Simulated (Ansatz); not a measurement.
## KBr (wurtzite): G0W0 against its settings

KBr (wurtzite) (it has left that coordination), relaxed with r2SCAN; one-shot G0W0 in Ansatz without spin-orbit coupling. Values at 0 K without nuclear motion; spin polarisation is off, and the phase may be a hypothetical one. The cell started from the wurtzite prototype, but the relaxation took it to the higher symmetry P6_3/mmc (No. 194), so the name no longer describes it.

```
K Br
1.0
     5.61858    0.00000    0.00000
    -2.80929    4.86583    0.00000
     0.00000    0.00000    6.55383
K Br
2 2
Direct
  0.33333 0.66667 0.93750
  0.66667 0.33333 0.43750
  0.33333 0.66667 0.43750
  0.66667 0.33333 0.93750
```

Gaps are read over the mesh points alone. G0W0 here is at a finite number of bands, screening cutoff and k mesh, not at the basis limit.
```json
{"start": "PBE", "potentials": "PAW", "frequency model": "contour deformation", "mesh": "6×6×2", "empty bands": "406", "screening cutoff (eV)": "100", "Kohn-Sham gap (eV)": "4.19", "G0W0 gap (eV)": "6.73"}
{"start": "PBE", "potentials": "PAW", "frequency model": "contour deformation", "mesh": "6×6×2", "empty bands": "982", "screening cutoff (eV)": "180", "Kohn-Sham gap (eV)": "4.19", "G0W0 gap (eV)": "6.92"}
{"start": "PBE", "potentials": "PAW", "frequency model": "contour deformation", "mesh": "6×6×2", "empty bands": "1906", "screening cutoff (eV)": "260", "Kohn-Sham gap (eV)": "4.19", "G0W0 gap (eV)": "6.98"}
{"start": "HSE06", "potentials": "PAW", "frequency model": "contour deformation", "mesh": "6×6×2", "empty bands": "982", "screening cutoff (eV)": "180", "Kohn-Sham gap (eV)": "5.30", "G0W0 gap (eV)": "7.45"}
{"start": "r2SCAN", "potentials": "PAW", "frequency model": "contour deformation", "mesh": "6×6×2", "empty bands": "982", "screening cutoff (eV)": "180", "Kohn-Sham gap (eV)": "4.76", "G0W0 gap (eV)": "7.21"}
{"start": "PBE0", "potentials": "PAW", "frequency model": "contour deformation", "mesh": "6×6×2", "empty bands": "982", "screening cutoff (eV)": "180", "Kohn-Sham gap (eV)": "6.02", "G0W0 gap (eV)": "7.67"}
{"start": "PBE", "potentials": "PAW", "frequency model": "Godby-Needs pole", "mesh": "6×6×2", "empty bands": "982", "screening cutoff (eV)": "180", "Kohn-Sham gap (eV)": "4.19", "G0W0 gap (eV)": "6.91"}
{"start": "PBE", "potentials": "PAW", "frequency model": "contour deformation", "mesh": "6×6×4", "empty bands": "291", "screening cutoff (eV)": "80", "Kohn-Sham gap (eV)": "4.19", "G0W0 gap (eV)": "6.64"}
```

G0W0 moves the gap on the mesh from 4.19 eV (PBE) to 6.98 eV (direct at Γ). Renormalisation factors Z lie between 0.80 and 0.87.

Raising bands and cutoff together moves the gap by +0.19 eV (100 to 180 eV), then +0.06 eV (180 to 260 eV); the last step is still large, so the basis limit isn't reached. Starting from HSE06 (5.30 eV against PBE's 4.19 eV) gives 7.45 eV, +0.53 eV from G0W0@PBE at the same screening cutoff. Starting from r2SCAN (4.76 eV against PBE's 4.19 eV) gives 7.21 eV, +0.29 eV from G0W0@PBE at the same screening cutoff. Starting from PBE0 (6.02 eV against PBE's 4.19 eV) gives 7.67 eV, +0.75 eV from G0W0@PBE at the same screening cutoff. The Godby-Needs plasmon pole differs from contour deformation by -0.02 eV. r2SCAN runs take a wave cutoff of 500 eV.
